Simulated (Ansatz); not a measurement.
# Os (omega (AlB2-type)): energy against volume

All numbers below come from DFT, PBE, plane waves (420 eV) with PAW, scalar-relativistic (Ansatz).

The cell is scaled uniformly from the relaxed one, with fractional coordinates and shape fixed. Energies are extrapolated to zero smearing, pressures are those at the given smearing. Magnetic state: spin not included.

A Birch-Murnaghan fit gives V₀ = 14.67 Å³/atom, B₀ = 371 GPa, B₀′ = 4.8.

(1) What are the energy above the minimum and the pressure at 12.923 Å³/atom?

(2) What are the energy above the minimum and the pressure at 13.511 Å³/atom?

(3) What are the energy above the minimum and the pressure at 15.273 Å³/atom?

Answers

(1) 308.7 meV/atom and 63.98 GPa as computed.

(2) 125.2 meV/atom and 37.58 GPa as computed.

(3) 26.3 meV/atom and -13.29 GPa as computed.
